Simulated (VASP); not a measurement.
# Tl (P6_3/mmc) in VASP: settings compared

The runs below take Tl through single point, relaxation of cell and atoms, with r2SCAN, PBE.

Everything below comes from runs of VASP 6.6.1. Logs are shortened: lines on timing, memory, paths and dates and some standing lists are left out, and cuts for length are marked.

### Step 1. The structure

Symmetry: P6_3/mmc, No. 194, hexagonal system. The conventional cell has a = 3.598 Å, b = 3.598 Å, c = 5.394 Å, α = 90.00°, β = 90.00°, γ = 120.00°. Tl (site symmetry -6m2) has 12 Tl at 3.40 to 3.60 Å as nearest neighbours.

### Step 2. Single point, r2SCAN

POSCAR reads:

```
Tl
1.0
    3.5984797486      0.0000000000      0.0000000000
   -1.7992398743      3.1163748773      0.0000000000
    0.0000000000      0.0000000000      5.3941828039
Tl
2
Direct
    0.3333333333      0.6666666667      0.7500000000
    0.6666666667      0.3333333333      0.2500000000
```

INCAR.step1 reads:

```
PREC = Accurate
ENCUT = 520
ISMEAR = 0
SIGMA = 0.05
LREAL = F
LASPH = T
NELM = 100
NBANDS = 20
GGA = PE
ALGO = Normal
EDIFF = 1E-4
LWAVE = T
LCHARG = F
```

INCAR.step2 reads:

```
PREC = Accurate
ENCUT = 520
EDIFF = 1E-6
ISMEAR = 0
SIGMA = 0.05
LREAL = F
LASPH = T
NELM = 100
ALGO = Normal
ISIF = 2
LWAVE = F
LCHARG = F
METAGGA = R2SCAN
LMIXTAU = T
NBANDS = 20
ISTART = 1
```

KPOINTS reads:

```
regular mesh
0
Gamma
  14 14 8
```

Potentials or basis: VASP PAW PBE potentials, release 64 (Tl_d).

Command:

```console
cat potpaw_PBE.64/Tl_d/POTCAR > POTCAR
cp INCAR.step1 INCAR
mpirun -np 1 vasp_std > vasp.out
cp INCAR.step2 INCAR
mpirun -np 1 vasp_std > vasp.out
```

OUTCAR:

```text
PREC = Accurate
   ENCUT = 520
   EDIFF = 1E-6
   ISMEAR = 0
   LREAL = F
   LASPH = T
   NELM = 100
   ISIF = 2
   METAGGA = R2SCAN
   ISTART = 1

 ion  position               nearest neighbor table
   1  0.333  0.667  0.750-   2 3.40   2 3.40   2 3.40   2 3.40   2 3.40   2 3.40
   2  0.667  0.333  0.250-   1 3.40   1 3.40   1 3.40   1 3.40   1 3.40   1 3.40

  LATTYP: Found a hexagonal cell.
 ALAT       =     3.5984797486
 C/A-ratio  =     1.4990171352

  Lattice vectors:

 A1 = (   3.5984797486,   0.0000000000,   0.0000000000)
 A2 = (  -1.7992398743,   3.1163748773,   0.0000000000)
 A3 = (   0.0000000000,   0.0000000000,   5.3941828039)

Analysis of symmetry for initial positions (statically):
=====================================================================
 Subroutine PRICEL returns:
 Original cell was already a primitive cell.

 Routine SETGRP: Setting up the symmetry group for a
 hexagonal supercell.

 Subroutine GETGRP returns: Found 24 space group operations
 (whereof 12 operations were pure point group operations)
 out of a pool of 24 trial point group operations.

The static configuration has the point symmetry D_3d.
 The point group associated with its full space group is D_6h.

Analysis of symmetry for dynamics (positions and initial velocities):
=====================================================================
 Subroutine PRICEL returns:
 Original cell was already a primitive cell.

 Routine SETGRP: Setting up the symmetry group for a
 hexagonal supercell.

 Subroutine GETGRP returns: Found 24 space group operations
 (whereof 12 operations were pure point group operations)
 out of a pool of 24 trial point group operations.

The dynamic configuration has the point symmetry D_3d.
 The point group associated with its full space group is D_6h.

 Subroutine INISYM returns: Found 24 space group operations
 (whereof 12 operations are pure point group operations),
 and found     1 'primitive' translations

----------------------------------------------------------------------------------------

                                     Primitive cell

  volume of cell :      60.4915

  direct lattice vectors                    reciprocal lattice vectors
[... 82 lines left out ...]
   LNONCOLLINEAR =      F non collinear calculations
   LSORBIT =      F    spin-orbit coupling
   LASPH  =      T    aspherical Exc in radial PAW
   ENCUT  =  520.0 eV  38.22 Ry    6.18 a.u.   6.69  6.69 10.03*2*pi/ulx,y,z
   NELM   =    100;   NELMIN=  2; NELMDL=  0     # of ELM steps
   EDIFF  = 0.1E-05   stopping-criterion for ELM
   LREAL  =      F    real-space projection
   EDIFFG = 0.1E-04   stopping-criterion for IOM
   NSW    =      0    number of steps for IOM
   IBRION =     -1    ionic relax: 0-MD 1-quasi-New 2-CG
   NFREE  =      0    steps in history (QN), initial steepest desc. (CG)
   ISIF   =      2    stress and relaxation
   ISYM   =      2    0-nonsym 1-usesym 2-fastsym
   POTIM  = 0.5000    time-step for ionic-motion
   TEBEG  =    0.0;   TEEND  =   0.0 temperature during run
   PSTRESS=    0.0 pullay stress
   NELECT =      26.0000    total number of electrons
   NUPDOWN=      -1.0000    fix difference up-down
   EMIN   =  10.00;   EMAX   =-10.00  energy-range for DOS
   EFERMI =   0.00;   METHOD = LEGACY
   ISMEAR =     0;   SIGMA  =   0.05  broadening in eV -4-tet -1-fermi 0-gaus
   EFERMI_NEDOS =   21; number of points for ismear=-14 and -15
   IALGO  =     38    algorithm
   IMIX   =      4    mixing-type and parameters
     AMIX     =   0.40;   BMIX     =  1.00
     AMIX_MAG =   1.60;   BMIX_MAG =  1.00
  volume/ion in A,a.u.               =      30.25       204.11
  Fermi-wavevector in a.u.,A,eV,Ry     =   1.235476  2.334712 20.767961  1.526402
  Thomas-Fermi vector in A             =   2.370124
   LORBIT       =      0    0 simple, 1 ext, 2 COOP (PROOUT), +10 PAW based schemes
   METAGGA = R2SCAN    functional components
   LHFCALC =     F    Hartree Fock is set to
   AEXX    =    0.0000 exact exchange contribution
   IVDW    =     0    specifies the selected vdW correction
   LEPSILON=     F    determine dielectric tensor
   LRPA    =     F    only Hartree local field effects (RPA)
 non-spin polarized calculation
 Gauss-broadening in eV      SIGMA  =   0.05
  energy-cutoff  :      520.00
  volume of cell :       60.49
 maximum number of plane-waves:      1652
 NGX is ok and might be reduce to    28
   NGX = 13   NGY = 13   NGZ = 21

 number of electron      26.0000006 magnetization

 Free energy of the ion-electron system (eV)
  ---------------------------------------------------
  ext. energy  EPLUGINS =         0.00000000
  ---------------------------------------------------
  free energy    TOTEN  =      -106.35037919 eV

  energy without entropy =     -106.34949265  energy(sigma->0) =     -106.34993592

 E-fermi :   6.0070     XC(G=0): -10.5073

 val. band max:        5.9839294246   @ k =   0.3571   0.2143   0.2500
 cond. band min:       6.0342332499   @ k =   0.2143   0.1429   0.2500
 fundamental gap:      0.0503038253
 Fermi energy:         6.0069621378

 k-point     1 :       0.0000    0.0000    0.0000
  band No.  band energies     occupation
      1      -6.2966      2.00000
      2      -6.0848      2.00000
      3      -6.0848      2.00000
      4      -6.0616      2.00000
      5      -6.0616      2.00000
      6      -6.0479      2.00000
[... 541 lines left out ...]
     19      13.1403      0.00000
     20      19.7498      0.00000

 [... further k-points ...]

------------------------ aborting loop because EDIFF is reached ----------------------------------------

  FORCE on cell =-STRESS in cart. coord.  units (eV):
  Direction    XX          YY          ZZ          XY          YZ          ZX
  --------------------------------------------------------------------------------------
  -------------------------------------------------------------------------------------
  Total       -0.0140707     -0.0140707     -0.0017322      0.0000000      0.0000000      0.0000000
  in kB       -0.3726755     -0.3726755     -0.0458779      0.0000000      0.0000000      0.0000000
  external PRESSURE =      -0.2637429 kB  Pullay stress =       0.0000000 kB

 VOLUME and BASIS-vectors are now :
 -----------------------------------------------------------------------------
  energy-cutoff  :      520.00
  volume of cell :       60.49
      direct lattice vectors                 reciprocal lattice vectors
     3.598479749  0.000000000  0.000000000     0.277895131  0.160442829  0.000000000
    -1.799239874  3.116374877  0.000000000     0.000000000  0.320885657  0.000000000
     0.000000000  0.000000000  5.394182804     0.000000000  0.000000000  0.185384893

 POSITION                                       TOTAL-FORCE (eV/Angst)
 -----------------------------------------------------------------------------------
     -0.00000      2.07758      4.04564        -0.000000     -0.000000      0.000000
      1.79924      1.03879      1.34855         0.000000      0.000000      0.000000
 -----------------------------------------------------------------------------------
    total drift:                               -0.000000      0.000000     -0.000000

  FREE ENERGIE OF THE ION-ELECTRON SYSTEM (eV)
  ---------------------------------------------------
  free  energy   TOTEN  =      -106.3503791913 eV

  energy  without entropy=     -106.3494926502  energy(sigma->0) =     -106.34993592
```

Run time: 5 min. Hardware: 1 thread of AMD EPYC 9R45 (Zen 5), shared host; peak memory 0.22 GiB.

Results:

| Quantity | Value |
| --- | --- |
| Free energy | -106.3504 eV |
| Pressure | 0.0 GPa |
| Band gap on the k mesh | none (metal or under the smearing width) |

Levels at points of the mesh, in eV from the Fermi level:
| k point | band 9 | band 10 | band 11 | band 12 | band 13 | band 14 | band 15 | band 16 | band 17 | band 18 |
| --- | --- | --- | --- | --- | --- | --- | --- | --- | --- | --- |
| (0.00, 0.00, 0.00) | -11.68 | -11.68 | -10.12 | -4.81 | -2.48 | 7.03 | 7.03 | 9.26 | 9.26 | 10.30 |
| (0.50, 0.00, 0.00) | -11.69 | -11.61 | -6.32 | -5.04 | -0.48 | 1.01 | 1.41 | 3.33 | 3.98 | 7.89 |
| (0.00, 0.00, 0.50) | -11.78 | -11.78 | -8.59 | -8.59 | 4.18 | 4.18 | 8.12 | 8.12 | 8.12 | 8.12 |
| (0.50, 0.00, 0.50) | -11.68 | -11.68 | -5.18 | -5.18 | -2.17 | -2.17 | 5.15 | 5.15 | 6.40 | 6.40 |

Caveat: the PAW data sets were made with another functional, which shifts forces and pressure a little.

### Step 3. Single point, PBE

This run uses another cell than the first one, of 31.09 Å³/atom, 1.028 times its volume.

INCAR reads:

```
PREC = Accurate
ENCUT = 520
EDIFF = 1E-6
ISMEAR = 0
SIGMA = 0.05
LREAL = False
LASPH = True
NELM = 100
ALGO = Fast
ISIF = 2
LWAVE = False
LCHARG = False
GGA = PE
NBANDS = 20
```

KPOINTS reads:

```
regular mesh
0
Gamma
  6 6 4
```

POSCAR reads:

```
Tl
1.0
    3.5084562993      0.0000000000      0.0000000000
   -1.7542281496      3.0384122832      0.0000000000
    0.0000000000      0.0000000000      5.8324791494
Tl
2
Direct
    0.3333333333      0.6666666667      0.7500000000
    0.6666666667      0.3333333333      0.2500000000
```

Potentials or basis: VASP PAW PBE potentials, release 64 (Tl_d).

Command:

```console
cat potpaw_PBE.64/Tl_d/POTCAR > POTCAR
mpirun -np 1 vasp_std > vasp.out
```

It took 14 s on 1 thread of AMD EPYC 9R45 (Zen 5), shared host; peak memory 0.15 GiB.

Results (log left out):

* Free energy: -4.4357 eV
* Pressure: 0.0 GPa
* Band gap on the k mesh: none (metal or under the smearing width)

Levels at points of the mesh, in eV from the Fermi level:
| k point | band 10 | band 11 | band 12 | band 13 | band 14 | band 15 | band 16 | band 17 |
| --- | --- | --- | --- | --- | --- | --- | --- | --- |
| (0.00, 0.00, 0.00) | -11.21 | -9.60 | -5.59 | -2.72 | 7.79 | 7.79 | 9.23 | 9.58 |
| (0.50, 0.00, 0.00) | -11.15 | -5.66 | -4.61 | -1.06 | 0.16 | 1.24 | 3.46 | 3.93 |
| (0.00, 0.00, 0.50) | -11.29 | -8.36 | -8.36 | 2.48 | 2.48 | 8.63 | 8.63 | 8.63 |
| (0.50, 0.00, 0.50) | -11.16 | -4.80 | -4.80 | -2.10 | -2.10 | 5.35 | 5.35 | 5.35 |

Spin-orbit coupling is left out, which matters for the levels of Tl.

### Step 4. Relaxation of cell and atoms, PBE

This run uses another cell than the first one, of 28.68 Å³/atom, 0.948 times its volume.

INCAR reads:

```
SYSTEM = Tl
PREC = Accurate ; ENCUT = 600
EDIFF = 1E-6 ; ISMEAR = 0
SIGMA = 0.05 ; LREAL = .False.
LASPH = .True. ; NELM = 100
ALGO = Normal ; ISIF = 3
LWAVE = .False. ; LCHARG = .False.
GGA = PE ; IBRION = 2
NSW = 80 ; EDIFFG = -0.03
```

KPOINTS reads:

```
Automatic mesh
0
Gamma
  6 6 4
  0 0 0
```

POSCAR reads:

```
Tl
1.0
    3.4600000000      0.0000000000      0.0000000000
   -1.7300000000      2.9964478971      0.0000000000
    0.0000000000      0.0000000000      5.5325400000
Tl
2
Direct
    0.3333333333      0.6666666667      0.7500000000
    0.6666666667      0.3333333333      0.2500000000
```

Potentials or basis: VASP PAW PBE potentials, release 64 (Tl_d).

Command:

```console
cat potpaw_PBE.64/Tl_d/POTCAR > POTCAR
mpirun -np 1 vasp_std > vasp.out
```

OUTCAR:

```text
SYSTEM = Tl
   PREC = Accurate
   ENCUT = 600
   EDIFF = 1E-6
   ISMEAR = 0
   LREAL = .False.
   LASPH = .True.
   NELM = 100
   ISIF = 3
   GGA = PE
   IBRION = 2
   NSW = 80
   EDIFFG = -0.03

 ion  position               nearest neighbor table
   1  0.333  0.667  0.750-   2 3.41   2 3.41   2 3.41   2 3.41   2 3.41   2 3.41
   2  0.667  0.333  0.250-   1 3.41   1 3.41   1 3.41   1 3.41   1 3.41   1 3.41

  LATTYP: Found a hexagonal cell.
 ALAT       =     3.4600000000
 C/A-ratio  =     1.5990000000

  Lattice vectors:

 A1 = (   3.4600000000,   0.0000000000,   0.0000000000)
 A2 = (  -1.7300000000,   2.9964478971,   0.0000000000)
 A3 = (   0.0000000000,   0.0000000000,   5.5325400000)

Analysis of symmetry for initial positions (statically):
=====================================================================
 Subroutine PRICEL returns:
 Original cell was already a primitive cell.

 Routine SETGRP: Setting up the symmetry group for a
 hexagonal supercell.

 Subroutine GETGRP returns: Found 24 space group operations
 (whereof 12 operations were pure point group operations)
 out of a pool of 24 trial point group operations.

The static configuration has the point symmetry D_3d.
 The point group associated with its full space group is D_6h.

Analysis of symmetry for dynamics (positions and initial velocities):
=====================================================================
 Subroutine PRICEL returns:
 Original cell was already a primitive cell.

 Routine SETGRP: Setting up the symmetry group for a
 hexagonal supercell.

 Subroutine GETGRP returns: Found 24 space group operations
 (whereof 12 operations were pure point group operations)
 out of a pool of 24 trial point group operations.

The dynamic configuration has the point symmetry D_3d.
 The point group associated with its full space group is D_6h.

 Subroutine INISYM returns: Found 24 space group operations
 (whereof 12 operations are pure point group operations),
 and found     1 'primitive' translations

----------------------------------------------------------------------------------------

[... 94 lines left out ...]
   ISIF   =      3    stress and relaxation
   ISYM   =      2    0-nonsym 1-usesym 2-fastsym
   POTIM  = 0.5000    time-step for ionic-motion
   TEBEG  =    0.0;   TEEND  =   0.0 temperature during run
   PSTRESS=    0.0 pullay stress
   NELECT =      26.0000    total number of electrons
   NUPDOWN=      -1.0000    fix difference up-down
   EMIN   =  10.00;   EMAX   =-10.00  energy-range for DOS
   EFERMI =   0.00;   METHOD = LEGACY
   ISMEAR =     0;   SIGMA  =   0.05  broadening in eV -4-tet -1-fermi 0-gaus
   EFERMI_NEDOS =   21; number of points for ismear=-14 and -15
   IALGO  =     38    algorithm
   IMIX   =      4    mixing-type and parameters
     AMIX     =   0.40;   BMIX     =  1.00
     AMIX_MAG =   1.60;   BMIX_MAG =  1.00
  volume/ion in A,a.u.               =      28.68       193.54
  Fermi-wavevector in a.u.,A,eV,Ry     =   1.257564  2.376452 21.517173  1.581468
  Thomas-Fermi vector in A             =   2.391217
   LORBIT       =      0    0 simple, 1 ext, 2 COOP (PROOUT), +10 PAW based schemes
   GGA     = PE    functional components
   LHFCALC =     F    Hartree Fock is set to
   AEXX    =    0.0000 exact exchange contribution
   IVDW    =     0    specifies the selected vdW correction
   LEPSILON=     F    determine dielectric tensor
   LRPA    =     F    only Hartree local field effects (RPA)
 conjugate gradient relaxation of ions
 non-spin polarized calculation
 Gauss-broadening in eV      SIGMA  =   0.05
  energy-cutoff  :      600.00
  volume of cell :       57.36
 maximum number of plane-waves:      1924
 NGX is ok and might be reduce to    28
   NGX = 13   NGY = 13   NGZ = 23

--------------------------------------- Ionic step        1  -------------------------------------------

 number of electron      25.9999998 magnetization

 Free energy of the ion-electron system (eV)
  ---------------------------------------------------
  ext. energy  EPLUGINS =         0.00000000
  ---------------------------------------------------
  free energy    TOTEN  =        -4.37720787 eV

  energy without entropy =       -4.37506626  energy(sigma->0) =       -4.37613706

 E-fermi :   6.5975     XC(G=0): -10.1781

 val. band max:        6.5425245834   @ k =   0.1667  -0.0000   0.2500
 cond. band min:       6.6120678120   @ k =   0.3333   0.3333   0.2500
 fundamental gap:      0.0695432286
 Fermi energy:         6.5974878979

 k-point     1 :       0.0000    0.0000    0.0000
  band No.  band energies     occupation
      1      -5.2593      2.00000
      2      -5.0323      2.00000
      3      -5.0222      2.00000
      4      -5.0222      2.00000
      5      -4.9694      2.00000
      6      -4.9694      2.00000
[... 552 lines left out ...]
--------------------------------------- Ionic step        5  -------------------------------------------

 number of electron      25.9999996 magnetization

 Free energy of the ion-electron system (eV)
  ---------------------------------------------------
  ext. energy  EPLUGINS =         0.00000000
  ---------------------------------------------------
  free energy    TOTEN  =        -4.43419206 eV

  energy without entropy =       -4.43290027  energy(sigma->0) =       -4.43354617

 E-fermi :   5.8067     XC(G=0):  -9.7732

 val. band max:        5.7131128535   @ k =   0.3333   0.0000   0.0000
 cond. band min:       5.8301922729   @ k =   0.3333   0.3333   0.2500
 fundamental gap:      0.1170794193
 Fermi energy:         5.8066836115

 k-point     1 :       0.0000    0.0000    0.0000
  band No.  band energies     occupation
      1      -5.9398      2.00000
      2      -5.8091      2.00000
      3      -5.7731      2.00000
      4      -5.7731      2.00000
      5      -5.7368      2.00000
      6      -5.7368      2.00000
[... 438 lines left out ...]
  FREE ENERGIE OF THE ION-ELECTRON SYSTEM (eV)
  ---------------------------------------------------
  free  energy   TOTEN  =        -4.4341920572 eV

  energy  without entropy=       -4.4329002737  energy(sigma->0) =       -4.43354617

 reached required accuracy - stopping structural energy minimisation
```

Run time: 41 s. Hardware: 1 thread of AMD EPYC 9R45 (Zen 5), shared host; peak memory 0.17 GiB.

Results:

```yaml
Free_energy: -4.4342 eV
Relaxed_volume: 31.15 Å³/atom
Relaxed_cell: a = 3.514 Å, b = 3.514 Å, c = 5.825 Å, α = 90.00°, β = 90.00°, γ = 120.00°
Space_group_after_relaxing_to_0.05_Å: P6_3/mmc (No. 194)
Energy_gained_by_relaxing: 28.5 meV/atom
Ionic_steps: 5
Pressure_after_relaxing: 0.0 GPa
Band_gap_on_the_k_mesh: none (metal or under the smearing width)
```

The path:
```
step  energy change (eV)  largest force (eV/Å)  pressure (GPa)  volume (Å³)
   1              0.0000                0.0000            2.97        57.36
   2             -0.0555                0.0000            0.20        61.87
   3             -0.0564                0.0000           -0.14        62.59
   4             -0.0564                0.0000           -0.08        62.48
   5             -0.0570                0.0000           -0.01        62.29
```

Final structure:
```yaml
crystal:
  lattice:
    - [3.51424, 0.00000, 0.00000]
    - [-1.75712, 3.04342, 0.00000]
    - [0.00000, 0.00000, 5.82452]
  atoms:
    - { symbol: Tl, position: [0.33333, 0.66667, 0.75000] }
    - { symbol: Tl, position: [0.66667, 0.33333, 0.25000] }
```

The run has no spin-orbit coupling, so splittings on Tl are missing.

### Step 5. Summary

| task | level | cell | k mesh | cutoff (eV) | gap on the mesh (eV) | pressure (GPa) |
| --- | --- | --- | --- | --- | --- | --- |
| single point | r2SCAN | P6_3/mmc, 30.25 Å³/atom | 14 × 14 × 8 | 520 | none | 0.0 |
| single point | PBE | P6_3/mmc, 31.09 Å³/atom | 6 × 6 × 4 | 520 | none | 0.0 |
| relaxation of cell and atoms | PBE | relaxed | 6 × 6 × 4 | 600 | none | 0.0 |

Alike in all rows: potentials or basis VASP PAW PBE potentials, release 64 (Tl_d); no spin polarisation; smearing gaussian 0.05 eV.

Caveats: the PAW data sets were made with another functional, which shifts forces and pressure a little (some runs).

Absolute energies hang on the potentials; compare differences alone.
